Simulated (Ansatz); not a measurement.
Wires are cut from relaxed bulk TiAl (Pm-3m, 16.17 Å³/atom, gap on the mesh 0.00 eV); atoms and period are relaxed, and energies count from that bulk.

Computed with DFT PBE, scalar-relativistic, plane waves, PAW in Ansatz.

Cutoff 420 eV, Gaussian smearing of 0.05 eV, energies at zero smearing, symmetry of each start kept, no spin polarisation.

| start | atoms | k mesh | excess energy (eV per host atom) | line energy (eV/Å) | period (Å) | gap on the mesh (eV) |
| --- | --- | --- | --- | --- | --- | --- |
| [111] wire, 16 host atoms a period | 16 | 1×1×10 | 0.995 | 2.911 | 5.467 | 0 |
| [111] wire, 18 host atoms a period | 18 | 1×1×10 | 0.835 | 2.725 | 5.519 | 0 |

Each run keeps its start's symmetry and one magnetic start, so lower states can exist.

Cost: 2 runs of about 28 core-minutes in all, on Arm Neoverse V2 (shared hosts).